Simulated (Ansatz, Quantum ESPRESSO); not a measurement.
This is a calculation of Al2O3 (Corundum) for Ansatz 0.2.0. 

File input.yaml:

```yaml
crystal:
  lattice:
    - [2.38025, 1.3742379782, 4.3318666667]
    - [-2.38025, 1.3742379782, 4.3318666667]
    - [0.0, -2.7484759565, 4.3318666667]
  atoms:
    - { symbol: Al, position: [0.85216, 0.85216, 0.85216] }
    - { symbol: Al, position: [0.64784, 0.64784, 0.64784] }
    - { symbol: Al, position: [0.14784, 0.14784, 0.14784] }
    - { symbol: Al, position: [0.35216, 0.35216, 0.35216] }
    - { symbol: O, position: [0.05668, 0.75, 0.44332] }
    - { symbol: O, position: [0.75, 0.44332, 0.05668] }
    - { symbol: O, position: [0.44332, 0.05668, 0.75] }
    - { symbol: O, position: [0.94332, 0.25, 0.55668] }
    - { symbol: O, position: [0.25, 0.55668, 0.94332] }
    - { symbol: O, position: [0.55668, 0.94332, 0.25] }
hamiltonian:
  xc: pbe
  pseudopotentials: { kind: paw }
kpoints:
  mp_grid: { grid: [7, 7, 7] }
scf:
  occupations: { method: fermi_dirac, width: 0.05 }
output:
  forces: true
  stress: true
  eigenvalues: true
  write_density: true
  write_potential: true
  elf: true
  volumetric_format: npy
```

Potentials or basis: Ansatz PAW.

Launch:

```sh
$ ansatz run input.yaml --threads 4 --pin off --max-ram 11264MiB --backend cpu --events-out ev --progress --plain --runs-dir out
```

**Question.** Translate it to Quantum ESPRESSO 7.5. Potentials or basis there: SSSP 1.3 efficiency PBE, cutoff 748 eV.

**Answer.** As run (cutoffs and basis follow the program's own potentials, and thresholds, step limits or extra output files can differ):

pw.in

```
&CONTROL
  calculation = 'scf'
  prefix = 'pwscf'
  outdir = './tmp'
  pseudo_dir = './pseudo'
  tprnfor = .true.
  tstress = .true.
  disk_io = 'nowf'
/
&SYSTEM
  ibrav = 0
  nat = 10
  ntyp = 2
  ecutwfc = 55
  ecutrho = 440
  nbnd = 33
  occupations = 'smearing'
  smearing = 'fd'
  degauss = 0.00367493
/
&ELECTRONS
  conv_thr = 2d-09
  electron_maxstep = 120
  mixing_beta = 0.5
/
ATOMIC_SPECIES
Al    26.9815 Al.pbe-n-kjpaw_psl.1.0.0.UPF
O     15.9990 O.pbe-n-kjpaw_psl.0.1.UPF
CELL_PARAMETERS angstrom
   2.3802500000    1.3742379782    4.3318666667
  -2.3802500000    1.3742379782    4.3318666667
   0.0000000000   -2.7484759565    4.3318666667
ATOMIC_POSITIONS crystal
Al     0.8521600000    0.8521600000    0.8521600000
Al     0.6478400000    0.6478400000    0.6478400000
Al     0.1478400000    0.1478400000    0.1478400000
Al     0.3521600000    0.3521600000    0.3521600000
O      0.0566800000    0.7500000000    0.4433200000
O      0.7500000000    0.4433200000    0.0566800000
O      0.4433200000    0.0566800000    0.7500000000
O      0.9433200000    0.2500000000    0.5566800000
O      0.2500000000    0.5566800000    0.9433200000
O      0.5566800000    0.9433200000    0.2500000000
K_POINTS automatic
7 7 7 0 0 0
```

Potentials or basis: SSSP 1.3 efficiency PBE.

Launch:

```sh
$ OMP_NUM_THREADS=1 pw.x -in pw.in > pw.out
```

Both were run:

|  | Ansatz | Quantum ESPRESSO |
| --- | --- | --- |
| Pressure | 7.3 GPa | 7.7 GPa |

Ansatz's pressure holds a Pulay term of +0.89 GPa for its cutoff of 420 eV, which the other run lacks.

Where Ansatz's input types no cutoff or centring, it takes its own default and a Γ-centred mesh.

Pressure is positive in compression.
